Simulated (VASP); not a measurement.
# TiTe2 (P-3m1) in VASP: a series of runs, part 2 of 2

VASP 6.6.1. Earlier steps stand in the parts before.

**3. Single point, HSE06**

POSCAR reads:

```
TiTe2
1.0
    3.7770000000      0.0000000000      0.0000000000
   -1.8885000000      3.2709779501      0.0000000000
    0.0000000000      0.0000000000      6.4980000000
Te Ti
2 1
Direct
    0.3333333333      0.6666666667      0.7372000000
    0.6666666667      0.3333333333      0.2628000000
    0.0000000000      0.0000000000      0.0000000000
```

INCAR.step1 reads:

```
PREC = Accurate
ENCUT = 300
EDIFF = 1E-5
ISMEAR = 0
SIGMA = 0.01
LREAL = False
LASPH = True
NELM = 100
ALGO = Normal
ISIF = 2
LWAVE = True
NBANDS = 20
NKRED = 1
GGA = PE
```

INCAR.step2 reads:

```
PREC = Accurate
ENCUT = 300
EDIFF = 1E-6
ISMEAR = 0
SIGMA = 0.01
LREAL = False
LASPH = True
NELM = 100
ALGO = Normal
ISIF = 2
LWAVE = False
LCHARG = False
GGA = PE
LHFCALC = True
HFSCREEN = 0.2
PRECFOCK = Fast
NBANDS = 20
NKRED = 1
ISTART = 1
```

KPOINTS reads:

```
regular mesh
0
Gamma
  6 6 3
```

Potentials or basis: VASP PAW PBE potentials, release 64 (Te, Ti_sv).

Run with:

```sh
$ cat potpaw_PBE.64/Te/POTCAR potpaw_PBE.64/Ti_sv/POTCAR > POTCAR
$ cp INCAR.step1 INCAR
$ mpirun -np 1 vasp_std > vasp.out
$ cp INCAR.step2 INCAR
$ mpirun -np 1 vasp_std > vasp.out
```

OUTCAR:

```text
PREC = Accurate
   ENCUT = 300
   EDIFF = 1E-6
   ISMEAR = 0
   LREAL = False
   LASPH = True
   NELM = 100
   ISIF = 2
   GGA = PE
   LHFCALC = True
   HFSCREEN = 0.2
   PRECFOCK = Fast
   NKRED = 1
   ISTART = 1

 Found     17 irreducible k-points:

 Following reciprocal coordinates:
            Coordinates               Weight
  0.000000  0.000000  0.000000      1.000000
  0.166667  0.000000  0.000000      6.000000
[... 226 lines left out ...]

------------------------ aborting loop because EDIFF is reached ----------------------------------------

  FORCE on cell =-STRESS in cart. coord.  units (eV):
  Direction    XX          YY          ZZ          XY          YZ          ZX
  --------------------------------------------------------------------------------------
  -------------------------------------------------------------------------------------
  Total       -0.2988854     -0.2988854     -0.1928573     -0.0000000      0.0000000      0.0000000
  in kB       -5.9650064     -5.9650064     -3.8489514     -0.0000000      0.0000000      0.0000000
  external PRESSURE =      -5.2596547 kB  Pullay stress =       0.0000000 kB

 VOLUME and BASIS-vectors are now :
 -----------------------------------------------------------------------------
  energy-cutoff  :      300.00
  volume of cell :       80.28
      direct lattice vectors                 reciprocal lattice vectors
     3.777000000  0.000000000  0.000000000     0.264760392  0.152859484  0.000000000
    -1.888500000  3.270977950  0.000000000     0.000000000  0.305718967  0.000000000
     0.000000000  0.000000000  6.498000000     0.000000000  0.000000000  0.153893506

 POSITION                                       TOTAL-FORCE (eV/Angst)
 -----------------------------------------------------------------------------------
     -0.00000      2.18065      4.79033         0.000000      0.000000      0.315757
      1.88850      1.09033      1.70767        -0.000000      0.000000     -0.315757
      0.00000      0.00000      0.00000         0.000000      0.000000      0.000000
 -----------------------------------------------------------------------------------
    total drift:                                0.000000      0.000000      0.000001

  FREE ENERGIE OF THE ION-ELECTRON SYSTEM (eV)
  ---------------------------------------------------
  free  energy   TOTEN  =       -19.9048206269 eV

  energy  without entropy=      -19.9046243255  energy(sigma->0) =      -19.90472248
```

OUTCAR.step1:

```text
PREC = Accurate
   ENCUT = 300
   EDIFF = 1E-5
   ISMEAR = 0
   LREAL = False
[... 252 lines left out ...]
     -0.00000      2.18065      4.79033         0.000000     -0.000000      0.032071
      1.88850      1.09033      1.70767        -0.000000      0.000000     -0.032071
      0.00000      0.00000      0.00000        -0.000000     -0.000000      0.000000
 -----------------------------------------------------------------------------------
    total drift:                                0.000000     -0.000000     -0.000000

  FREE ENERGIE OF THE ION-ELECTRON SYSTEM (eV)
  ---------------------------------------------------
  free  energy   TOTEN  =       -16.1988692914 eV

  energy  without entropy=      -16.1987264559  energy(sigma->0) =      -16.19879787
```

Wall time 8 min (1 thread of Intel Xeon Platinum 8559C (Emerald Rapids), shared host); peak memory 0.27 GiB.

The run converged, but some of its settings lie outside the range that counts as converged, so its numbers aren't taken as properties of the crystal.

What came out:

```
Free energy            : -19.9048 eV
Largest force          : 0.316 eV/Å
Band gap on the k mesh : none (metal or under the smearing width)
```

Caveat: the cutoff is under 1.25 times the usual one of these potentials, so pressure, stress and relaxed cells hold a basis-set (Pulay) error; the PAW data sets were made with another functional, which shifts forces and pressure a little; this functional lacks dispersion, which binds the layers, so the pressure and a relaxed spacing across them are unreliable.

**4. Single point, HSE06**

POSCAR is that of step 3.

INCAR.step1, as its differences from that of step 3:

```diff
@@ -1,3 +1,3 @@
 PREC = Accurate
-ENCUT = 300
+ENCUT = 350
 EDIFF = 1E-5
@@ -12,3 +12,3 @@
 NBANDS = 20
-NKRED = 1
+NKRED = 3
 GGA = PE
```

INCAR.step2, as its differences from that of step 3:

```diff
@@ -1,3 +1,3 @@
 PREC = Accurate
-ENCUT = 300
+ENCUT = 350
 EDIFF = 1E-6
@@ -17,3 +17,3 @@
 NBANDS = 20
-NKRED = 1
+NKRED = 3
 ISTART = 1
```

KPOINTS is that of step 3.

Run with:

```sh
$ cat potpaw_PBE.64/Te/POTCAR potpaw_PBE.64/Ti_sv/POTCAR > POTCAR
$ cp INCAR.step1 INCAR
$ mpirun -np 1 vasp_std > vasp.out
$ cp INCAR.step2 INCAR
$ mpirun -np 1 vasp_std > vasp.out
```

It took 58 s on 1 thread of Intel Xeon Platinum 8559C (Emerald Rapids), shared host; peak memory 0.28 GiB.

These settings aren't checked as converged: the numbers below hold their error.

Results:

```yaml
Free_energy: -20.4862 eV
Pressure: -2.4 GPa
Largest_force: 0.284 eV/Å
Band_gap_on_the_k_mesh: none (metal or under the smearing width)
```

Caveat: the PAW data sets were made with another functional, which shifts forces and pressure a little; this functional lacks dispersion, which binds the layers, so the pressure and a relaxed spacing across them are unreliable.

**5. Single point, HSE06**

POSCAR is that of step 4.

INCAR.step1, as its differences from that of step 4:

```diff
@@ -1,3 +1,3 @@
 PREC = Accurate
-ENCUT = 350
+ENCUT = 400
 EDIFF = 1E-5
@@ -12,3 +12,3 @@
 NBANDS = 20
-NKRED = 3
+NKRED = 1
 GGA = PE
```

INCAR.step2, as its differences from that of step 4:

```diff
@@ -1,3 +1,3 @@
 PREC = Accurate
-ENCUT = 350
+ENCUT = 400
 EDIFF = 1E-6
@@ -17,3 +17,3 @@
 NBANDS = 20
-NKRED = 3
+NKRED = 1
 ISTART = 1
```

KPOINTS is that of step 4.

Run with:

```sh
$ cat potpaw_PBE.64/Te/POTCAR potpaw_PBE.64/Ti_sv/POTCAR > POTCAR
$ cp INCAR.step1 INCAR
$ mpirun -np 1 vasp_std > vasp.out
$ cp INCAR.step2 INCAR
$ mpirun -np 1 vasp_std > vasp.out
```

Wall time 15 min (1 thread of Intel Xeon Platinum 8559C (Emerald Rapids), shared host); peak memory 0.29 GiB.

These settings aren't checked as converged: the numbers below hold their error.

Results:

```yaml
Free_energy: -19.9168 eV
Pressure: -0.6 GPa
Largest_force: 0.330 eV/Å
Band_gap_on_the_k_mesh: none (metal or under the smearing width)
```

Caveat: the PAW data sets were made with another functional, which shifts forces and pressure a little; this functional lacks dispersion, which binds the layers, so the pressure and a relaxed spacing across them are unreliable.

**6. Relaxation of cell and atoms, PBE+D3(BJ)**

INCAR reads:

```
PREC = Accurate
ENCUT = 600
EDIFF = 1E-6
ISMEAR = -1
SIGMA = 0.05
LREAL = F
LASPH = T
NELM = 80
ALGO = Normal
ISIF = 3
LWAVE = F
LCHARG = F
GGA = PE
IVDW = 12
IBRION = 2
NSW = 40
EDIFFG = -0.005
```

KPOINTS reads:

```
Automatic mesh
0
Gamma
  8 8 4
```

POSCAR is that of step 5.

Potentials or basis: VASP PAW PBE potentials, release 64 (Te, Ti_sv).

Run with:

```sh
$ cat potpaw_PBE.64/Te/POTCAR potpaw_PBE.64/Ti_sv/POTCAR > POTCAR
$ mpirun -np 1 vasp_std > vasp.out
```

It took 3.7 min on 1 thread of Intel Xeon 6975P-C (Granite Rapids), shared host; peak memory 0.27 GiB.

Results (log left out):

* Free energy: -17.7250 eV
* Relaxed volume: 25.16 Å³/atom
* Relaxed cell: a = 3.705 Å, b = 3.705 Å, c = 6.349 Å, α = 90.00°, β = 90.00°, γ = 120.00°
* Space group after relaxing (to 0.05 Å): P-3m1 (No. 164)
* Energy gained by relaxing: 11.6 meV/atom
* Ionic steps: 15
* Pressure after relaxing: 0.0 GPa
* Band gap on the k mesh: none (metal or under the smearing width)
* Dispersion energy per atom: -0.523 eV

Forces in eV/Å, atoms in the order of the input:
```
Te   0.000  0.000 -0.003
Te   0.000  0.000  0.003
Ti   0.000  0.000  0.000
```

The path:
| step | energy change (eV) | largest force (eV/Å) | pressure (GPa) | volume (Å³) |
| --- | --- | --- | --- | --- |
| 1 | 0.0000 | 0.0273 | -2.05 | 80.28 |
| 2 | -0.0136 | 0.4515 | 1.20 | 76.36 |
| 3 | -0.0179 | 0.3092 | 0.07 | 77.61 |
| 4 | -0.0257 | 0.2155 | 0.03 | 77.02 |
| 5 | -0.0301 | 0.0093 | 0.01 | 75.68 |
| 6 | -0.0308 | 0.0548 | 0.02 | 76.05 |
| 7 | -0.0330 | 0.0256 | -0.10 | 75.96 |
| 8 | -0.0342 | 0.0580 | -0.36 | 75.68 |
| 9 | -0.0346 | 0.0259 | -0.28 | 75.78 |
| 10 | -0.0339 | 0.0703 | 0.51 | 74.93 |
| 11 | -0.0349 | 0.0073 | 0.00 | 75.49 |
| 12 | -0.0349 | 0.0065 | 0.00 | 75.50 |
| 13 | -0.0348 | 0.0098 | -0.13 | 75.64 |
| 14 | -0.0349 | 0.0059 | -0.01 | 75.50 |
| 15 | -0.0349 | 0.0027 | -0.01 | 75.48 |

Final structure:
```xyz
3
Lattice="3.7049 0.0000 0.0000 -1.8525 3.2085 0.0000 0.0000 0.0000 6.3494" Properties=species:S:1:pos:R:3 pbc="T T T"
Te    0.0000    2.1390    4.6243
Te    1.8525    1.0695    1.7251
Ti    1.8525    3.2085    0.0000
```

Levels at points of the mesh, in eV from the Fermi level:
```tsv
k point	band 10	band 11	band 12	band 13	band 14	band 15
(0.00, 0.00, 0.00)	0.28	0.45	0.45	0.80	1.28	1.28
(0.50, 0.00, 0.00)	-2.50	-1.71	-1.19	-0.02	1.28	1.64
(0.00, 0.00, 0.50)	-1.52	0.44	0.44	0.83	0.83	1.12
(0.50, 0.00, 0.50)	-2.09	-0.88	-0.45	-0.37	1.28	1.63
```
